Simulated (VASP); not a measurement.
# TePb (Fm-3m) in VASP: further runs

One crystal, TePb, is run at these levels: PBEsol; tasks: relaxation of cell and atoms.

Program: VASP 6.6.1. These are calculated values, not measurements. Logs are shortened: lines on timing, memory, paths and dates and some standing lists are left out, and cuts for length are marked.

### 1 The crystal as given

The structure is cubic, space group Fm-3m (No. 225). The conventional cell has a = 6.443 Å, b = 6.443 Å, c = 6.443 Å, α = 90.00°, β = 90.00°, γ = 90.00°. Around Te (site symmetry m-3m) lie 6 Pb at 3.22 Å. Pb (site symmetry m-3m) is surrounded by 6 Te at 3.22 Å.

### 2 Relaxation of cell and atoms, PBEsol

Contents of INCAR:

```
SYSTEM = TePb
  ALGO = Normal
  EDIFF = 1E-7
  EDIFFG = -0.005
  ENCUT = 600
  GGA = PS
  IBRION = 2
  ISIF = 3
  ISMEAR = 0
  LASPH = .True.
  LCHARG = .False.
  LREAL = .False.
  LWAVE = .False.
  NELM = 80
  NSW = 90
  PREC = Accurate
  SIGMA = 0.03
```

Contents of KPOINTS:

```
k-points
0
Gamma
  10 10 10
  0 0 0
```

Contents of POSCAR:

```
TePb                                    
1.0
    0.0000000000      3.2216902488      3.2216902488
    3.2216902488      0.0000000000      3.2216902488
    3.2216902488      3.2216902488      0.0000000000
  Te              Pb            
     1     1
Direct
     0.5000000000000000    0.5000000000000000    0.5000000000000000
     0.0000000000000000    0.0000000000000000    0.0000000000000000
```

Potentials or basis: VASP PAW PBE potentials, release 64 (Te, Pb_d).

Started as:

```sh
cat potpaw_PBE.64/Te/POTCAR potpaw_PBE.64/Pb_d/POTCAR > POTCAR
mpirun -np 1 vasp_std > vasp.out
```

OUTCAR:

```text
SYSTEM = TePb
   EDIFF = 1E-7
   EDIFFG = -0.005
   ENCUT = 600
   GGA = PS
   IBRION = 2
   ISIF = 3
   ISMEAR = 0
   LASPH = .True.
   LREAL = .False.
   NELM = 80
   NSW = 90
   PREC = Accurate

 ion  position               nearest neighbor table
   1  0.500  0.500  0.500-   2 3.22   2 3.22   2 3.22   2 3.22   2 3.22   2 3.22
   2  0.000  0.000  0.000-   1 3.22   1 3.22   1 3.22   1 3.22   1 3.22   1 3.22

  LATTYP: Found a face centered cubic cell.
 ALAT       =     6.4433804976

  Lattice vectors:

 A1 = (   0.0000000000,   3.2216902488,   3.2216902488)
 A2 = (   3.2216902488,   0.0000000000,   3.2216902488)
 A3 = (   3.2216902488,   3.2216902488,   0.0000000000)

Analysis of symmetry for initial positions (statically):
=====================================================================
 Subroutine PRICEL returns:
 Original cell was already a primitive cell.

 Routine SETGRP: Setting up the symmetry group for a
 face centered cubic supercell.

 Subroutine GETGRP returns: Found 48 space group operations
 (whereof 48 operations were pure point group operations)
 out of a pool of 48 trial point group operations.

The static configuration has the point symmetry O_h .

Analysis of symmetry for dynamics (positions and initial velocities):
=====================================================================
 Subroutine PRICEL returns:
 Original cell was already a primitive cell.

 Routine SETGRP: Setting up the symmetry group for a
 face centered cubic supercell.

 Subroutine GETGRP returns: Found 48 space group operations
 (whereof 48 operations were pure point group operations)
 out of a pool of 48 trial point group operations.

The dynamic configuration has the point symmetry O_h .

 Subroutine INISYM returns: Found 48 space group operations
 (whereof 48 operations are pure point group operations),
 and found     1 'primitive' translations

----------------------------------------------------------------------------------------

                                     Primitive cell

  volume of cell :      66.8777

  direct lattice vectors                    reciprocal lattice vectors
     0.000000000  3.221690249  3.221690249    -0.155198036  0.155198036  0.155198036
     3.221690249  0.000000000  3.221690249     0.155198036 -0.155198036  0.155198036
     3.221690249  3.221690249  0.000000000     0.155198036  0.155198036 -0.155198036

  length of vectors
     4.556158044  4.556158044  4.556158044     0.268810884  0.268810884  0.268810884

  position of ions in fractional coordinates (direct lattice)
     0.500000000  0.500000000  0.500000000
     0.000000000  0.000000000  0.000000000

  ion indices of the primitive-cell ions
   primitive index   ion index
                 1           1
                 2           2

----------------------------------------------------------------------------------------

 KPOINTS: k-points

Automatic generation of k-mesh.
 Grid dimensions read from file:
 generate k-points for:   10   10   10

 Generating k-lattice:

  Cartesian coordinates                     Fractional coordinates (reciprocal lattice)
    -0.015519804  0.015519804  0.015519804     0.100000000  0.000000000  0.000000000
     0.015519804 -0.015519804  0.015519804     0.000000000  0.100000000  0.000000000
     0.015519804  0.015519804 -0.015519804     0.000000000  0.000000000  0.100000000

  Length of vectors
     0.026881088  0.026881088  0.026881088

  Shift w.r.t. Gamma in fractional coordinates (k-lattice)
     0.000000000  0.000000000  0.000000000

 Subroutine IBZKPT returns following result:
 ===========================================

 Found     47 irreducible k-points:

 Following reciprocal coordinates:
            Coordinates               Weight
  0.000000  0.000000  0.000000      1.000000
  0.100000  0.000000  0.000000      8.000000
  0.200000  0.000000  0.000000      8.000000
  0.300000  0.000000  0.000000      8.000000
  0.400000  0.000000  0.000000      8.000000
  0.500000  0.000000  0.000000      4.000000
[... 16 lines left out ...]
  0.300000  0.300000  0.000000      6.000000
  0.400000  0.300000  0.000000     24.000000
 [... further k-points ...]
   k-points           NKPTS =     47   k-points in BZ     NKDIM =     47   number of bands    NBANDS=     14
   number of dos      NEDOS =    301   number of ions     NIONS =      2
   total plane-waves  NPLWV =  46656
   dimension x,y,z NGX =    36 NGY =   36 NGZ =   36
   dimension x,y,z NGXF=    72 NGYF=   72 NGZF=   72
   ions per type =               1   1
   NGX,Y,Z   is equivalent  to a cutoff of  13.14, 13.14, 13.14 a.u.
   NGXF,Y,Z  is equivalent  to a cutoff of  26.27, 26.27, 26.27 a.u.
 SYSTEM =  TePb
   PREC   = accura    normal or accurate (medium, high low for compatibility)
   ISTART =      0    job   : 0-new  1-cont  2-samecut
   ICHARG =      2    charge: 1-file 2-atom 10-const
   ISPIN  =      1    spin polarized calculation?
   LNONCOLLINEAR =      F non collinear calculations
   LSORBIT =      F    spin-orbit coupling
   LASPH  =      T    aspherical Exc in radial PAW
   ENCUT  =  600.0 eV  44.10 Ry    6.64 a.u.   9.10  9.10  9.10*2*pi/ulx,y,z
   NELM   =     80;   NELMIN=  2; NELMDL= -5     # of ELM steps
   EDIFF  = 0.1E-06   stopping-criterion for ELM
   LREAL  =      F    real-space projection
   EDIFFG = -.5E-02   stopping-criterion for IOM
   NSW    =     90    number of steps for IOM
   IBRION =      2    ionic relax: 0-MD 1-quasi-New 2-CG
   NFREE  =      1    steps in history (QN), initial steepest desc. (CG)
   ISIF   =      3    stress and relaxation
   ISYM   =      2    0-nonsym 1-usesym 2-fastsym
   POTIM  = 0.5000    time-step for ionic-motion
   TEBEG  =    0.0;   TEEND  =   0.0 temperature during run
   PSTRESS=    0.0 pullay stress
   NELECT =      20.0000    total number of electrons
   NUPDOWN=      -1.0000    fix difference up-down
   EMIN   =  10.00;   EMAX   =-10.00  energy-range for DOS
   EFERMI =   0.00;   METHOD = LEGACY
   ISMEAR =     0;   SIGMA  =   0.03  broadening in eV -4-tet -1-fermi 0-gaus
   EFERMI_NEDOS =   21; number of points for ismear=-14 and -15
   IALGO  =     38    algorithm
   IMIX   =      4    mixing-type and parameters
     AMIX     =   0.40;   BMIX     =  1.00
     AMIX_MAG =   1.60;   BMIX_MAG =  1.00
  volume/ion in A,a.u.               =      33.44       225.66
  Fermi-wavevector in a.u.,A,eV,Ry     =   1.094774  2.068822 16.306985  1.198530
  Thomas-Fermi vector in A             =   2.231085
   LORBIT       =      0    0 simple, 1 ext, 2 COOP (PROOUT), +10 PAW based schemes
   GGA     = PS    functional components
   LHFCALC =     F    Hartree Fock is set to
   AEXX    =    0.0000 exact exchange contribution
   IVDW    =     0    specifies the selected vdW correction
   LEPSILON=     F    determine dielectric tensor
   LRPA    =     F    only Hartree local field effects (RPA)
 conjugate gradient relaxation of ions
 non-spin polarized calculation
 Gauss-broadening in eV      SIGMA  =   0.03
  energy-cutoff  :      600.00
  volume of cell :       66.88
 maximum number of plane-waves:      2252
   NGX = 19   NGY = 19   NGZ = 19

 number of electron      20.0000002 magnetization

 Free energy of the ion-electron system (eV)
  ---------------------------------------------------
  ext. energy  EPLUGINS =         0.00000000
  ---------------------------------------------------
  free energy    TOTEN  =        -8.25935144 eV

  energy without entropy =       -8.25935144  energy(sigma->0) =       -8.25935144

 E-fermi :   5.7712     XC(G=0):  -9.5090

 val. band max:        5.5730930890   @ k =   0.5000   0.0000   0.0000
 cond. band min:       6.2233420937   @ k =   0.5000   0.0000   0.0000
 fundamental gap:      0.6502490047
 Fermi energy:         5.7712423016

 k-point     1 :       0.0000    0.0000    0.0000
  band No.  band energies     occupation
      1     -11.0705      2.00000
      2     -11.0705      2.00000
      3     -11.0590      2.00000
      4     -11.0590      2.00000
      5     -11.0590      2.00000
      6      -6.5340      2.00000
      7      -0.0204      2.00000
      8       4.2056      2.00000
      9       4.2056      2.00000
     10       4.2056      2.00000
     11       9.6393      0.00000
     12       9.6393      0.00000
     13       9.6393      0.00000
     14      11.3103      0.00000

 k-point     2 :       0.1000    0.0000    0.0000
  band No.  band energies     occupation
      1     -11.0717      2.00000
      2     -11.0717      2.00000
      3     -11.0587      2.00000
      4     -11.0575      2.00000
      5     -11.0575      2.00000
      6      -6.4467      2.00000
      7      -0.3165      2.00000
      8       4.2311      2.00000
      9       4.2311      2.00000
     10       4.3737      2.00000
     11       9.0764      0.00000
     12       9.2236      0.00000
     13       9.2236      0.00000
     14      11.1500      0.00000

 k-point     3 :       0.2000    0.0000    0.0000
  band No.  band energies     occupation
      1     -11.0755      2.00000
      2     -11.0755      2.00000
      3     -11.0580      2.00000
      4     -11.0532      2.00000
      5     -11.0532      2.00000
      6      -6.1909      2.00000
      7      -1.0369      2.00000
      8       4.3105      2.00000
      9       4.3105      2.00000
     10       4.7265      2.00000
     11       8.1031      0.00000
     12       8.4072      0.00000
     13       8.4072      0.00000
     14      11.2089      0.00000

 k-point     4 :       0.3000    0.0000    0.0000
  band No.  band energies     occupation
      1     -11.0805      2.00000
      2     -11.0805      2.00000
      3     -11.0573      2.00000
      4     -11.0474      2.00000
      5     -11.0474      2.00000
      6      -5.7916      2.00000
      7      -1.9088      2.00000
      8       4.4432      2.00000
      9       4.4432      2.00000
     10       5.0746      2.00000
     11       7.2223      0.00000
     12       7.6120      0.00000
     13       7.6120      0.00000
     14      11.7850      0.00000

 k-point     5 :       0.4000    0.0000    0.0000
  band No.  band energies     occupation
      1     -11.0847      2.00000
      2     -11.0847      2.00000
      3     -11.0569      2.00000
      4     -11.0425      2.00000
      5     -11.0425      2.00000
      6      -5.3284      2.00000
      7      -2.7026      2.00000
      8       4.5967      2.00000
      9       4.5967      2.00000
     10       5.3816      2.00000
     11       6.5473      0.00000
[... 276 lines left out ...]
 k-point    22 :      -0.2000    0.2000    0.0000
  band No.  band energies     occupation
      1     -11.0823      2.00000
      2     -11.0820      2.00000
      3     -11.0557      2.00000
      4     -11.0490      2.00000
      5     -11.0459      2.00000
      6      -5.6616      2.00000
      7      -1.9120      2.00000
      8       2.9291      2.00000
      9       4.7931      2.00000
     10       5.4103      2.00000
     11       6.8202      0.00000
     12       7.1191      0.00000
     13       9.8452      0.00000
     14      11.7585      0.00000

 k-point    23 :       0.3000    0.3000    0.0000
  band No.  band energies     occupation
      1     -11.1092      2.00000
      2     -11.0659      2.00000
      3     -11.0628      2.00000
      4     -11.0414      2.00000
      5     -11.0414      2.00000
      6      -5.5690      2.00000
      7      -1.5160      2.00000
      8       3.1597      2.00000
      9       3.1597      2.00000
     10       3.2003      2.00000
     11       9.1712      0.00000
     12       9.2432      0.00000
     13      10.3213      0.00000
     14      10.3213      0.00000

 k-point    24 :       0.4000    0.3000    0.0000
  band No.  band energies     occupation
      1     -11.1176      2.00000
      2     -11.0658      2.00000
      3     -11.0634      2.00000
      4     -11.0384      2.00000
      5     -11.0373      2.00000
      6      -5.2519      2.00000
      7      -1.8265      2.00000
      8       2.3913      2.00000
      9       3.0575      2.00000
     10       3.1257      2.00000
     11       9.1947      0.00000
     12       9.9944      0.00000
     13      10.1957      0.00000
     14      10.4075      0.00000

 [... further k-points ...]

------------------------ aborting loop because EDIFF is reached ----------------------------------------

  FORCE on cell =-STRESS in cart. coord.  units (eV):
  Direction    XX          YY          ZZ          XY          YZ          ZX
  --------------------------------------------------------------------------------------
  -------------------------------------------------------------------------------------
  Total       -0.0014551     -0.0014551     -0.0014551     -0.0000000      0.0000000     -0.0000000
  in kB       -0.0348586     -0.0348586     -0.0348586     -0.0000000      0.0000000     -0.0000000
  external PRESSURE =      -0.0348586 kB  Pullay stress =       0.0000000 kB

 VOLUME and BASIS-vectors are now :
 -----------------------------------------------------------------------------
  energy-cutoff  :      600.00
  volume of cell :       66.88
      direct lattice vectors                 reciprocal lattice vectors
     0.000000000  3.221690249  3.221690249    -0.155198036  0.155198036  0.155198036
     3.221690249  0.000000000  3.221690249     0.155198036 -0.155198036  0.155198036
     3.221690249  3.221690249  0.000000000     0.155198036  0.155198036 -0.155198036

 POSITION                                       TOTAL-FORCE (eV/Angst)
 -----------------------------------------------------------------------------------
      3.22169      3.22169      3.22169         0.000000      0.000000     -0.000000
      0.00000      0.00000      0.00000         0.000000      0.000000      0.000000
 -----------------------------------------------------------------------------------
    total drift:                               -0.000000      0.000000      0.000000

  FREE ENERGIE OF THE ION-ELECTRON SYSTEM (eV)
  ---------------------------------------------------
  free  energy   TOTEN  =        -8.2593514380 eV

  energy  without entropy=       -8.2593514380  energy(sigma->0) =       -8.25935144

 reached required accuracy - stopping structural energy minimisation
```

Run time: 27 s. Hardware: 1 thread of Intel Xeon Platinum 8488C (Sapphire Rapids), shared host; peak memory 0.23 GiB.

Results:

| Quantity | Value |
| --- | --- |
| Free energy | -8.2594 eV |
| Pressure after relaxing | 0.0 GPa |
| Band gap on the k mesh | 0.65 eV, direct |

Final structure:
```xyz
2
Lattice="0.0000 3.2217 3.2217 3.2217 0.0000 3.2217 3.2217 3.2217 0.0000" Properties=species:S:1:pos:R:3 pbc="T T T"
Te    3.2217    3.2217    3.2217
Pb    0.0000    0.0000    0.0000
```

Caveat: the relaxation stopped at its first step, so nothing moved; the PAW data sets were made with another functional, which shifts forces and pressure a little; spin-orbit coupling is left out, which as a rule narrows the gap of such compounds by several tenths of an eV.

### 3 Relaxation of cell and atoms, PBEsol

This run uses another cell than the first one, of 33.73 Å³/atom, 1.009 times its volume.

Contents of INCAR:

```
SYSTEM = TePb
ALGO     = Normal         ! electronic algorithm
EDIFF    = 1E-6           ! SCF threshold, eV
EDIFFG   = -0.01          ! ionic threshold
ENCUT    = 600            ! plane-wave cutoff, eV
GGA      = PS             ! functional
IBRION   = 2              ! ionic algorithm
ISIF     = 3              ! what is computed and relaxed
ISMEAR   = 0              ! smearing method
KPAR     = 2            
LASPH    = .TRUE.         ! aspherical terms in the spheres
LCHARG   = .FALSE.        ! write CHGCAR
LREAL    = .FALSE.        ! projectors in reciprocal space
LWAVE    = .FALSE.        ! write WAVECAR
NELM     = 80             ! most SCF steps
NSW      = 90             ! ionic steps
PREC     = Accurate       ! precision mode
SIGMA    = 0.03           ! smearing width, eV
```

Contents of KPOINTS:

```
k-points
0
G
  8 8 8
  0 0 0
```

Contents of POSCAR:

```
TePb
1.0
    0.0000000000      3.2310000000      3.2310000000
    3.2310000000      0.0000000000      3.2310000000
    3.2310000000      3.2310000000      0.0000000000
Te Pb
1 1
Direct
    0.5000000000      0.5000000000      0.5000000000
    0.0000000000      0.0000000000      0.0000000000
```

Potentials or basis: VASP PAW PBE potentials, release 64 (Te, Pb_d).

Started as:

```sh
cat potpaw_PBE.64/Te/POTCAR potpaw_PBE.64/Pb_d/POTCAR > POTCAR
mpirun -np 2 vasp_std > vasp.out
```

It took 33 s on 2 MPI ranks of Intel Xeon Platinum 8488C (Sapphire Rapids), shared host; peak memory 0.24 GiB.

It converged, with:

```
Free energy                            : -8.2592 eV
Relaxed volume                         : 33.44 Å³/atom
Relaxed cell                           : a = 4.556 Å, b = 4.556 Å, c = 4.556 Å, α = 60.00°, β = 60.00°, γ = 60.00°
Space group after relaxing (to 0.05 Å) : Fm-3m (No. 225)
Energy gained by relaxing              : 0.3 meV/atom
Ionic steps                            : 3
Pressure after relaxing                : 0.0 GPa
Band gap on the k mesh                 : 0.65 eV, direct
```

Step by step:
| step | energy change (eV) | largest force (eV/Å) | pressure (GPa) | volume (Å³) |
| --- | --- | --- | --- | --- |
| 1 | 0.0000 | 0.0000 | -0.39 | 67.46 |
| 2 | -0.0006 | 0.0000 | 0.16 | 66.66 |
| 3 | -0.0007 | 0.0000 | -0.01 | 66.89 |

Final structure:
```cif
data_structure
_symmetry_space_group_name_H-M 'P 1'
_symmetry_Int_Tables_number 1
_cell_length_a 4.5564
_cell_length_b 4.5564
_cell_length_c 4.5564
_cell_angle_alpha 60.000
_cell_angle_beta 60.000
_cell_angle_gamma 60.000
_cell_volume 66.89
loop_
_atom_site_label
_atom_site_type_symbol
_atom_site_fract_x
_atom_site_fract_y
_atom_site_fract_z
_atom_site_occupancy
Te1 Te 0.50000 0.50000 0.50000 1
Pb1 Pb 0.00000 0.00000 0.00000 1
```

Levels at points of the mesh, in eV from the valence-band top:
```tsv
k point	band 6	band 7	band 8	band 9	band 10	band 11	band 12	band 13	band 14
(0.00, 0.00, 0.00)	-12.11	-5.59	-1.37	-1.37	-1.37	4.07	4.07	4.07	5.74
(0.50, 0.00, 0.00)	-10.64	-8.65	-0.90	-0.90	0.00	0.65	1.22	1.22	8.30
(0.50, 0.50, 0.00)	-10.38	-7.32	-4.59	-2.85	-2.85	3.17	5.49	5.49	6.73
```

Caveat: the PAW data sets were made with another functional, which shifts forces and pressure a little; spin-orbit coupling is left out, which as a rule narrows the gap of such compounds by several tenths of an eV. A k mesh can miss the band edges.

[end of part 1 of 2]
